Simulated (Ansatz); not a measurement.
**CuO: how settings move the results**

This session on CuO sets out to see how the k-point mesh shifted by half a step moves the results.

Computed with Ansatz 0.2.0 (DFT PBE, scalar-relativistic, plane waves, PAW, unless a step's input says otherwise).

1 further run of the same task is left out (set aside as unsound or not needed). Runs told in other sessions of the task aren't counted.

**1. Starting point**

It takes space group Cc (No. 9, monoclinic). Conventional cell: a = 4.689 Å, b = 3.427 Å, c = 5.132 Å, α = 90.00°, β = 99.65°, γ = 90.00°. Around Cu (site symmetry 1) lie 4 O at 1.91 to 2.02 Å. Around O (site symmetry 1) lie 4 Cu at 1.91 to 2.02 Å.

As a file:

```cif
data_structure
_symmetry_space_group_name_H-M 'Cc'
_symmetry_Int_Tables_number 9
_cell_length_a 4.6893
_cell_length_b 3.4268
_cell_length_c 5.1321
_cell_angle_alpha 90.000
_cell_angle_beta 99.653
_cell_angle_gamma 90.000
_cell_volume 81.30
loop_
_atom_site_label
_atom_site_type_symbol
_atom_site_symmetry_multiplicity
_atom_site_Wyckoff_symbol
_atom_site_fract_x
_atom_site_fract_y
_atom_site_fract_z
_atom_site_occupancy
Cu1 Cu 4 a 0.25000 0.24680 0.00000 1
O1 O 4 a 0.48850 0.91710 0.25370 1
```

Source of the structure: the Crystallography Open Database. It is taken as it stands there.

**2. The base run, which the others are set against**

Contents of input.yaml:

```yaml
crystal:
  lattice:
    - [2.34465, -1.7134, 0.0]
    - [2.34465, 1.7134, 0.0]
    - [-0.86055, 0.0, 5.05944]
  atoms:
    - { symbol: Cu, position: [0.0032, 0.4968, 0.0] }
    - { symbol: Cu, position: [0.4968, 0.0032, 0.5] }
    - { symbol: O, position: [0.5714, 0.4056, 0.2537] }
    - { symbol: O, position: [0.4056, 0.5714, 0.7537] }
basis:
  ecutwfc: 420
kpoints:
  mp_grid: { grid: [16, 16, 8] }
hamiltonian:
  xc: pbe
scf:
  occupations: { method: gaussian, width: 0.1 }
output:
  forces: true
  stress: true
  eigenvalues: true
  populations: true
```

Its results, from an earlier run: -3595.5774 eV/atom at zero smearing, pressure 5.70 GPa, largest force 0.757 eV/Å, no gap on the mesh, in 7 SCF cycles and 68 s.

**3. K-point mesh shifted by half a step: 10×10×6**

Contents of input.yaml:

```yaml
crystal:
  lattice:
    - [2.34465, -1.7134, 0.0]
    - [2.34465, 1.7134, 0.0]
    - [-0.86055, 0.0, 5.05944]
  atoms:
    - { symbol: Cu, position: [0.0032, 0.4968, 0.0] }
    - { symbol: Cu, position: [0.4968, 0.0032, 0.5] }
    - { symbol: O, position: [0.5714, 0.4056, 0.2537] }
    - { symbol: O, position: [0.4056, 0.5714, 0.7537] }
basis:
  ecutwfc: 420
kpoints:
  mp_grid: { grid: [10, 10, 6], shift: [0.5, 0.5, 0.5] }
hamiltonian:
  xc: pbe
scf:
  occupations: { method: gaussian, width: 0.1 }
output:
  forces: true
  stress: true
  eigenvalues: true
```

Launch:

```console
$ ansatz run input.yaml --threads 1 --pin off --max-ram 2560MiB --backend cpu --events-out ev --progress --plain --runs-dir out
```

**4. K-point mesh shifted by half a step set to 12×12×8**

input.yaml: that of step 3 with these lines changed.

```diff
@@ -13,3 +13,3 @@
 kpoints:
-  mp_grid: { grid: [10, 10, 6], shift: [0.5, 0.5, 0.5] }
+  mp_grid: { grid: [12, 12, 8], shift: [0.5, 0.5, 0.5] }
 hamiltonian:
```

**5. K-point mesh shifted by half a step: 14×14×8**

input.yaml: that of step 4 with these lines changed.

```diff
@@ -13,3 +13,3 @@
 kpoints:
-  mp_grid: { grid: [12, 12, 8], shift: [0.5, 0.5, 0.5] }
+  mp_grid: { grid: [14, 14, 8], shift: [0.5, 0.5, 0.5] }
 hamiltonian:
```

(Steps that only read results are left out.)

**Question.** What does this series show? Wanted: largest energy shift, k-point mesh shifted by half a step.

**Answer**, as computed:

```
                                                 quantity                      value
largest energy shift, k-point mesh shifted by half a step  -0.21 meV/atom at 12×12×8
```

The densest shifted mesh lands 0.19 meV/atom from the base run. The listed cell is far from this method's equilibrium (5.7 GPa, forces up to 0.76 eV/Å), so its values are not those of the relaxed crystal. The final runs have no spin polarisation, so a magnetic state may lie lower.
